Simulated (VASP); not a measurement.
# Mg16O15 (a cell with a defect) in VASP: notebook

The runs below take Mg16O15 (a cell with a defect) through relaxation of the atoms, single point, with PBE, HSE06.

Everything below comes from runs of VASP 6.6.1. Logs are shortened: lines on timing, memory, paths and dates and some standing lists are left out, and cuts for length are marked.

### Step 1. Starting point

The cell holds a defect, 31 atoms: a = 7.352 Å, b = 7.352 Å, c = 7.352 Å, α = 109.47°, β = 109.47°, γ = 109.47°.

### Step 2. Relaxation of the atoms, PBE

Input file INCAR:

```
  PREC = Normal
  ENCUT = 450
  EDIFF = 1E-6
  ISMEAR = 0
  SIGMA = 0.01
  LREAL = Auto
  LASPH = T
  NELM = 80
  ALGO = Normal
  ISIF = 2
  LWAVE = F
  LCHARG = F
  GGA = PE
  IBRION = 2
  NSW = 70
  EDIFFG = -0.025
  ICORELEVEL = 1
  ISYM = 0
  KPAR = 4
  NCORE = 2
```

Input file KPOINTS:

```
Automatic mesh
0
Monkhorst-Pack
  2 2 2
```

Input file POSCAR:

```
Mg16O15
1.0
   -4.2449620000      4.2449620000     -4.2449620000
    4.2449620000      4.2449620000      4.2449620000
    4.2449620000     -4.2449620000     -4.2449620000
Mg O
16 15
Direct
    0.2500000000      0.0000000000      0.7500000000
    0.0033059900      0.2610487300      0.7562040900
    0.5000000000      0.0000000000      0.5000000000
    0.7500000000      0.5000000000      0.7500000000
    0.2627674200      0.2593885600      0.5144015100
    0.5070186200      0.7486258300      0.7370334400
    0.0018109200      0.4871568800      0.4969854900
    0.7500000000      0.0000000000      0.2500000000
    0.5000000000      0.2500000000      0.2500000000
    0.7500000000      0.7500000000      0.5000000000
    0.0000000000      0.0000000000      0.0000000000
    0.2500000000      0.5000000000      0.2500000000
    0.0000000000      0.7500000000      0.2500000000
    0.7500000000      0.2500000000      0.0000000000
    0.4981525600      0.4994631100      0.0060687800
    0.2411923400      0.7416246300      0.9954734200
    0.0000000000      0.7500000000      0.7500000000
    0.5000000000      0.5000000000      0.5000000000
    0.7500000000      0.0000000000      0.7500000000
    0.2500000000      0.7500000000      0.5000000000
    0.5000000000      0.2500000000      0.7500000000
    0.0000000000      0.0000000000      0.5000000000
    0.7500000000      0.5000000000      0.2500000000
    0.5000000000      0.7500000000      0.2500000000
    0.7500000000      0.2500000000      0.5000000000
    0.0000000000      0.5000000000      0.0000000000
    0.2500000000      0.0000000000      0.2500000000
    0.0000000000      0.2500000000      0.2500000000
    0.7500000000      0.7500000000      0.0000000000
    0.5000000000      0.0000000000      0.0000000000
    0.2500000000      0.2500000000      0.0000000000
```

Potentials or basis: VASP PAW PBE potentials, release 64 (Mg, O).

Started as:

```
$ cat potpaw_PBE.64/Mg/POTCAR potpaw_PBE.64/O/POTCAR > POTCAR
$ mpirun -np 8 vasp_std > vasp.out
```

OUTCAR:

```text
PREC = Normal
   ENCUT = 450
   EDIFF = 1E-6
   ISMEAR = 0
   LREAL = Auto
   LASPH = T
   NELM = 80
   ISIF = 2
   GGA = PE
   IBRION = 2
   NSW = 70
   EDIFFG = -0.025
   ISYM = 0

 ion  position               nearest neighbor table
   1  0.250  0.000  0.750-  17 2.12  20 2.12  21 2.12  22 2.12  30 2.12  31 2.12   5 2.97  15 3.00
                            14 3.00  10 3.00   3 3.00   9 3.00  13 3.00  11 3.00  16 3.03   2 3.05
   2  0.003  0.261  0.756-  26 2.06  25 2.12  31 2.13  19 2.16  22 2.18  16 2.89   7 2.92   4 2.96
                            12 2.96  15 2.97  14 2.98   5 3.01   3 3.02  11 3.03   8 3.04   1 3.05
   3  0.500  0.000  0.500-  19 2.12  20 2.12  21 2.12  24 2.12  25 2.12  27 2.12   6 2.93   5 2.98
                             4 3.00  12 3.00  13 3.00  10 3.00  14 3.00   1 3.00   8 3.00   9 3.00
   4  0.750  0.500  0.750-  17 2.12  18 2.12  21 2.12  25 2.12  26 2.12  29 2.12   5 2.93  16 2.95
                             6 2.95   2 2.96  11 3.00   3 3.00  14 3.00  10 3.00   9 3.00  13 3.00
   5  0.263  0.259  0.514-  21 2.05  18 2.09  22 2.16  27 2.17  28 2.20   4 2.93   7 2.94   6 2.94
                            15 2.95   1 2.97   3 2.98   2 3.01   9 3.01  12 3.03  13 3.06   8 3.08
   6  0.507  0.749  0.737-  18 2.03  19 2.05  20 2.11  29 2.15  30 2.21  10 2.88  12 2.93   3 2.93
                             5 2.94   4 2.95  11 2.96  14 3.01   7 3.04   1 3.05   8 3.08  15 3.11
   7  0.002  0.487  0.497-  28 2.05  25 2.09  20 2.16  23 2.17  17 2.20   2 2.92   8 2.93   5 2.94
                            12 2.97  14 2.99  16 2.99   9 3.01   4 3.03   6 3.04  13 3.06   1 3.08
   8  0.750  0.000  0.250-  22 2.12  24 2.12  25 2.12  28 2.12  29 2.12  30 2.12   7 2.93   3 3.00
                             9 3.00  10 3.00  11 3.00  13 3.00  14 3.00  15 3.01   2 3.04  16 3.05
   9  0.500  0.250  0.250-  18 2.12  23 2.12  25 2.12  27 2.12  30 2.12  31 2.12  15 2.96  10 3.00
[... 16 lines left out ...]
  18  0.500  0.500  0.500-   6 2.03   5 2.09   4 2.12   9 2.12  10 2.12  12 2.12
  19  0.750  0.000  0.750-   6 2.05   3 2.12  10 2.12  11 2.12  14 2.12   2 2.16
  20  0.250  0.750  0.500-   6 2.11   3 2.12   1 2.12  12 2.12  13 2.12   7 2.16
  21  0.500  0.250  0.750-   5 2.05   3 2.12   4 2.12   1 2.12  14 2.12  15 2.15
  22  0.000  0.000  0.500-   1 2.12   8 2.12  10 2.12  13 2.12   5 2.16   2 2.18
  23  0.750  0.500  0.250-  15 2.10  10 2.12  13 2.12  14 2.12   9 2.12   7 2.17
  24  0.500  0.750  0.250-  15 2.09   8 2.12  10 2.12  12 2.12   3 2.12  16 2.14
  25  0.750  0.250  0.500-   7 2.09   2 2.12   4 2.12   3 2.12   8 2.12   9 2.12
  26  0.000  0.500  0.000-   2 2.06  16 2.07  12 2.12  13 2.12  14 2.12   4 2.12
  27  0.250  0.000  0.250-   3 2.12   9 2.12  11 2.12  13 2.12  16 2.14   5 2.17
  28  0.000  0.250  0.250-   7 2.05   8 2.12  11 2.12  12 2.12  14 2.12   5 2.20
  29  0.750  0.750  0.000-   4 2.12   8 2.12  11 2.12  13 2.12   6 2.15  15 2.16
  30  0.500  0.000  0.000-   1 2.12   8 2.12   9 2.12  14 2.12  16 2.18   6 2.21
  31  0.250  0.250  0.000-  15 2.09   9 2.12  11 2.12  12 2.12   1 2.12   2 2.13

IMPORTANT INFORMATION: All symmetrisations will be switched off!
NOSYMM: (Re-)initialisation of all symmetry stuff for point group C_1.

----------------------------------------------------------------------------------------

                                     Primitive cell

  volume of cell :     305.9718

  direct lattice vectors                    reciprocal lattice vectors
[... 167 lines left out ...]
 Free energy of the ion-electron system (eV)
  ---------------------------------------------------
  ext. energy  EPLUGINS =         0.00000000
  ---------------------------------------------------
  free energy    TOTEN  =      -178.76592284 eV

  energy without entropy =     -178.76592284  energy(sigma->0) =     -178.76592284

------------------------ aborting loop because EDIFF is reached ----------------------------------------

  FORCE on cell =-STRESS in cart. coord.  units (eV):
  Direction    XX          YY          ZZ          XY          YZ          ZX
  --------------------------------------------------------------------------------------
  -------------------------------------------------------------------------------------
  Total        1.5850827      1.7547848      1.3308693     -0.2090250      0.0433923      0.0082631
  in kB        8.3000572      9.1886780      6.9689056     -1.0945295      0.2272173      0.0432687
  external PRESSURE =       8.1525469 kB  Pullay stress =       0.0000000 kB
[... 442 lines left out ...]
--------------------------------------- Ionic step        8  -------------------------------------------

 number of electron     121.9999608 magnetization

 Free energy of the ion-electron system (eV)
  ---------------------------------------------------
  ext. energy  EPLUGINS =         0.00000000
  ---------------------------------------------------
  free energy    TOTEN  =      -179.00515648 eV

  energy without entropy =     -179.00515648  energy(sigma->0) =     -179.00515648

 the core state eigenenergies are
   1-  1s  -1249.2110  2s    -69.6041  2p    -36.3586
   2-  1s  -1249.2047  2s    -69.6119  2p    -36.3659
   3-  1s  -1249.1650  2s    -69.5765  2p    -36.3307
   4-  1s  -1249.2143  2s    -69.6064  2p    -36.3610
   5-  1s  -1249.2076  2s    -69.6141  2p    -36.3681
   6-  1s  -1249.2030  2s    -69.6109  2p    -36.3648
[... 8 lines left out ...]
  15-  1s  -1249.2099  2s    -69.6160  2p    -36.3700
  16-  1s  -1249.2123  2s    -69.6181  2p    -36.3721
  17-  1s   -500.3890
  18-  1s   -500.3870
  19-  1s   -500.3772
  20-  1s   -500.3879
  21-  1s   -500.3862
  22-  1s   -500.3875
  23-  1s   -500.3796
  24-  1s   -500.3880
  25-  1s   -500.3864
  26-  1s   -500.3875
  27-  1s   -500.3797
  28-  1s   -500.3876
  29-  1s   -500.3870
  30-  1s   -500.3875
  31-  1s   -500.3871

 E-fermi :   5.3596     XC(G=0): -10.8534

 val. band max:        5.3113388773   @ k =   0.2500   0.2500  -0.2500
 cond. band min:       8.5422804391   @ k =   0.2500   0.2500  -0.2500
 fundamental gap:      3.2309415617
 Fermi energy:         5.3596203940

 k-point     1 :       0.2500    0.2500    0.2500
  band No.  band energies     occupation
      1     -13.7659      2.00000
      2     -13.7649      2.00000
      3     -13.7645      2.00000
      4     -13.5669      2.00000
      5     -12.9957      2.00000
      6     -12.9953      2.00000
[... 293 lines left out ...]
     72      12.1928      0.00000
     73      12.1940      0.00000
 [bands above 73 left out]

------------------------ aborting loop because EDIFF is reached ----------------------------------------

  FORCE on cell =-STRESS in cart. coord.  units (eV):
  Direction    XX          YY          ZZ          XY          YZ          ZX
  --------------------------------------------------------------------------------------
  -------------------------------------------------------------------------------------
  Total        0.8471990      0.8968670      0.8547358     -0.0076239      0.0191391      0.0044956
  in kB        4.4362354      4.6963148      4.4757011     -0.0399214      0.1002194      0.0235403
  external PRESSURE =       4.5360838 kB  Pullay stress =       0.0000000 kB
[... 46 lines left out ...]
  FREE ENERGIE OF THE ION-ELECTRON SYSTEM (eV)
  ---------------------------------------------------
  free  energy   TOTEN  =      -179.0051564844 eV

  energy  without entropy=     -179.0051564844  energy(sigma->0) =     -179.00515648

 reached required accuracy - stopping structural energy minimisation
```

OSZICAR:

```text
N       E                     dE             d eps       ncg     rms          rms(c)
DAV:   1     0.643589305592E+03    0.64359E+03   -0.56082E+04   632   0.129E+03
DAV:   2    -0.150439454372E+03   -0.79403E+03   -0.78113E+03   766   0.290E+02
DAV:   3    -0.202168938810E+03   -0.51729E+02   -0.51528E+02   728   0.805E+01
[... 79 lines left out ...]
DAV:   2    -0.179005223915E+03   -0.45411E-03   -0.52972E-03   720   0.285E-01    0.399E-02
DAV:   3    -0.179005181106E+03    0.42808E-04   -0.49409E-05   752   0.359E-02    0.264E-02
DAV:   4    -0.179005156196E+03    0.24910E-04   -0.12686E-04   728   0.551E-02    0.912E-03
DAV:   5    -0.179005157346E+03   -0.11493E-05   -0.26787E-05   720   0.217E-02    0.890E-03
DAV:   6    -0.179005156484E+03    0.86139E-06   -0.59134E-06   656   0.116E-02
   8 F= -.17900516E+03 E0= -.17900516E+03  d E =-.602126E-03
```

It took 2.1 min on 8 MPI ranks of Intel Xeon Platinum 8488C (Sapphire Rapids), shared host; peak memory 0.2 GiB.

What came out:

```
Free energy                  : -179.0052 eV
Energy gained by relaxing    : 7.7 meV/atom
Ionic steps                  : 8
Largest force after relaxing : 0.022 eV/Å
```

Forces on the atoms (eV/Å):
```
Mg   0.003  0.003  0.002
Mg   0.011  0.010  0.001
Mg   0.007  0.003 -0.007
Mg  -0.005 -0.006 -0.001
Mg  -0.002  0.010  0.000
Mg  -0.001 -0.014 -0.001
Mg   0.003  0.001 -0.002
Mg   0.003 -0.002 -0.002
Mg  -0.004 -0.004 -0.001
Mg   0.002  0.000  0.006
Mg  -0.005  0.001  0.007
Mg  -0.005 -0.001  0.001
Mg   0.000 -0.008  0.003
Mg  -0.010  0.002 -0.010
Mg   0.003  0.003  0.001
Mg  -0.001 -0.003  0.001
O   -0.001 -0.002  0.007
O   -0.010  0.000  0.005
O    0.002 -0.009 -0.006
O    0.007 -0.004  0.003
O   -0.008  0.005 -0.003
O    0.008  0.006  0.006
O   -0.003  0.001  0.007
O    0.008 -0.007 -0.001
O    0.006  0.004 -0.004
O   -0.003 -0.002 -0.011
O   -0.011  0.003  0.005
O   -0.007  0.011  0.002
O   -0.005 -0.006 -0.004
O    0.019 -0.002 -0.010
O   -0.004  0.006  0.005
```

The path:
```
step  energy change (eV)  largest force (eV/Å)  pressure (GPa)
   1              0.0000                1.2203            0.82
   2             -0.1865                0.4328            0.42
   3             -0.1989                0.2839            0.42
   4             -0.2286                0.1351            0.45
   5             -0.2338                0.0874            0.46
   6             -0.2378                0.0455            0.46
   7             -0.2386                0.0360            0.45
   8             -0.2392                0.0218            0.45
```

Final structure:
```
Mg O
1.0
    -4.24496    4.24496   -4.24496
     4.24496    4.24496    4.24496
     4.24496   -4.24496   -4.24496
Mg O
16 15
Direct
  0.25042 0.99976 0.75018
  0.99854 0.24800 0.74997
  0.50036 0.99980 0.49992
  0.75043 0.50010 0.75031
  0.25025 0.24838 0.49889
  0.50226 0.75186 0.75004
  0.99874 0.49971 0.49854
  0.75025 0.99966 0.24985
  0.50048 0.25003 0.25036
  0.75064 0.74988 0.50025
  0.00063 0.00012 0.00055
  0.25041 0.49990 0.25022
  0.00065 0.75004 0.25027
  0.75030 0.25014 0.00018
  0.50183 0.49984 0.00172
  0.25035 0.75145 0.00163
  0.99989 0.75084 0.75049
  0.50146 0.50023 0.49984
  0.75087 0.00022 0.75005
  0.25066 0.75048 0.49917
  0.50108 0.24927 0.75042
  0.99981 0.99808 0.49944
  0.75076 0.49983 0.25048
  0.50130 0.75049 0.25144
  0.74857 0.24872 0.49904
  0.99946 0.50003 0.00090
  0.25084 0.00021 0.25072
  0.99945 0.24891 0.24866
  0.75200 0.75088 0.00098
  0.50104 0.00123 0.00037
  0.25048 0.24920 0.00130
```

Core levels (eV, on the scale of the bands):
| atom | levels |
| --- | --- |
| 1 Mg | 1s -1249.2, 2s -69.6, 2p -36.4 |
| 2 Mg | 1s -1249.2, 2s -69.6, 2p -36.4 |
| 3 Mg | 1s -1249.2, 2s -69.6, 2p -36.3 |
| 4 Mg | 1s -1249.2, 2s -69.6, 2p -36.4 |
| 5 Mg | 1s -1249.2, 2s -69.6, 2p -36.4 |
| 6 Mg | 1s -1249.2, 2s -69.6, 2p -36.4 |

Caveat: the k mesh is coarse (spacing up to 0.52 Å⁻¹), so the values aren't converged; the cutoff is under 1.25 times the usual one of these potentials, so pressure, stress and relaxed cells hold a basis-set (Pulay) error.

### Step 3. Single point, HSE06

Input file POSCAR:

```
Mg16O15                                 
1.0
   -4.2449620000      4.2449620000     -4.2449620000
    4.2449620000      4.2449620000      4.2449620000
    4.2449620000     -4.2449620000     -4.2449620000
  Mg              O             
    16    15
Direct
     0.2504216725627273    0.9997613528118034    0.7501799897124477
     0.9985437323348392    0.2479966995702437    0.7499735294900608
     0.5003649542790163    0.9997989953655353    0.4999150361045348
     0.7504295554419631    0.5001041164496350    0.7503120819267812
     0.2502512698467396    0.2483830486780129    0.4988889653619819
     0.5022633556848795    0.7518618905625828    0.7500447764333871
     0.9987435202354878    0.4997065044216137    0.4985351815832013
     0.7502472997140559    0.9996624373958845    0.2498459454759822
     0.5004835150606736    0.2500301844726896    0.2503550366328428
     0.7506434108082977    0.7498795528477935    0.5002463528347499
     0.0006288957609615    0.0001242112654493    0.0005481167334615
     0.2504122237768004    0.4998962477664688    0.2502214045025849
     0.0006508246717120    0.7500412401177888    0.2502679847097047
     0.7502969264933776    0.2501441988402248    0.0001834252407056
     0.5018295876276403    0.4998413900074667    0.0017230226446674
     0.2503510668683428    0.7514471981807540    0.0016265866064877
     0.9998928112198544    0.7508441072827672    0.7504931338252979
     0.5014579101317229    0.5002289120421558    0.4998416928742938
     0.7508684532490096    0.0002247059996459    0.7500520259303163
     0.2506646672553989    0.7504820997130488    0.4991668328164188
     0.5010790536132774    0.2492720761227349    0.7504187365339988
     0.9998051761600862    0.9980772493708193    0.4994448222633397
     0.7507633723305771    0.4998280297914388    0.2504822744100437
     0.5012980330129851    0.7504908662054748    0.2514419691147552
     0.7485654493552127    0.2487192521755492    0.4990376768594583
     0.9994647704989863    0.5000298244431292    0.0009019472785651
     0.2508427696678427    0.0002066498732635    0.2507155463248915
     0.9994519022335735    0.2489112901992826    0.2486564150341752
     0.7520045425201755    0.7508847270283102    0.0009755992946419
     0.5010437957063030    0.0012335203419654    0.0003730178949429
     0.2504833318774766    0.2491951606564640    0.0012976035512766
```

Input file INCAR.step1:

```
  PREC = Normal
  ENCUT = 400
  EDIFF = 1E-5
  ISMEAR = 0
  SIGMA = 0.01
  LREAL = Auto
  LASPH = T
  NELM = 80
  ALGO = Normal
  ISIF = 2
  LWAVE = T
  LCHARG = F
  NBANDS = 82
  ICORELEVEL = 1
  GGA = PE
```

Input file INCAR.step2:

```
  PREC = Normal
  ENCUT = 400
  EDIFF = 1E-7
  ISMEAR = 0
  SIGMA = 0.01
  LREAL = Auto
  LASPH = T
  NELM = 80
  ALGO = Normal
  ISIF = 2
  LWAVE = F
  LCHARG = F
  GGA = PE
  LHFCALC = T
  HFSCREEN = 0.2
  PRECFOCK = Fast
  NBANDS = 82
  ICORELEVEL = 1
  ISTART = 1
```

Input file KPOINTS:

```
Automatic mesh
0
Gamma
  1 1 1
```

Potentials or basis: VASP PAW PBE potentials, release 64 (Mg, O).

Started as:

```
$ cat potpaw_PBE.64/Mg/POTCAR potpaw_PBE.64/O/POTCAR > POTCAR
$ cp INCAR.step1 INCAR
$ mpirun -np 8 vasp_gam > vasp.out
$ cp INCAR.step2 INCAR
$ mpirun -np 8 vasp_gam > vasp.out
```

It took 36 s on 8 MPI ranks of Intel Xeon Platinum 8488C (Sapphire Rapids), shared host; peak memory 0.27 GiB.

It converged, with:

```
Free energy            : -215.0759 eV
Largest force          : 0.400 eV/Å
Band gap on the k mesh : 4.88 eV, direct
```

Forces on the atoms (eV/Å):
```
Mg   0.004  0.005  0.000
Mg   0.007 -0.383 -0.006
Mg   0.011  0.004 -0.007
Mg  -0.006 -0.007  0.001
Mg  -0.400  0.012 -0.008
Mg  -0.004  0.381 -0.007
Mg  -0.002  0.003  0.388
Mg   0.006  0.000 -0.004
Mg  -0.006 -0.002  0.000
Mg   0.003  0.001  0.003
Mg  -0.007  0.003  0.005
Mg  -0.003  0.001  0.002
Mg   0.000 -0.009  0.001
Mg  -0.012  0.000 -0.009
Mg   0.000  0.005 -0.398
Mg   0.391  0.001 -0.006
O   -0.155 -0.004 -0.139
O    0.131 -0.146  0.010
O    0.010 -0.027  0.002
O    0.017 -0.151 -0.142
O    0.135  0.007  0.144
O    0.154  0.149  0.012
O    0.008  0.000  0.024
O   -0.136 -0.008  0.149
O    0.015  0.157 -0.153
O   -0.152  0.147 -0.010
O   -0.016 -0.004  0.022
O    0.145  0.015 -0.147
O   -0.006 -0.149  0.137
O   -0.126 -0.153 -0.013
O   -0.005  0.152  0.149
```

Levels at points of the mesh, in eV from the valence-band top:
| k point | band 57 | band 58 | band 59 | band 60 | band 61 | band 62 | band 63 | band 64 | band 65 | band 66 |
| --- | --- | --- | --- | --- | --- | --- | --- | --- | --- | --- |
| (0.00, 0.00, 0.00) | -3.19 | -2.64 | -2.64 | -2.64 | 0.00 | 4.88 | 5.96 | 5.97 | 5.97 | 8.43 |

Core levels (eV, on the scale of the bands):
```csv
atom,levels
1 Mg,"1s -1249.4, 2s -69.7, 2p -36.5"
2 Mg,"1s -1249.5, 2s -69.8, 2p -36.6"
3 Mg,"1s -1249.3, 2s -69.6, 2p -36.4"
4 Mg,"1s -1249.4, 2s -69.7, 2p -36.5"
5 Mg,"1s -1249.5, 2s -69.8, 2p -36.6"
6 Mg,"1s -1249.5, 2s -69.8, 2p -36.6"
```

Caveat: the cutoff is under 1.25 times the usual one of these potentials, so pressure, stress and relaxed cells hold a basis-set (Pulay) error; the PAW data sets were made with another functional, which shifts forces and pressure a little.
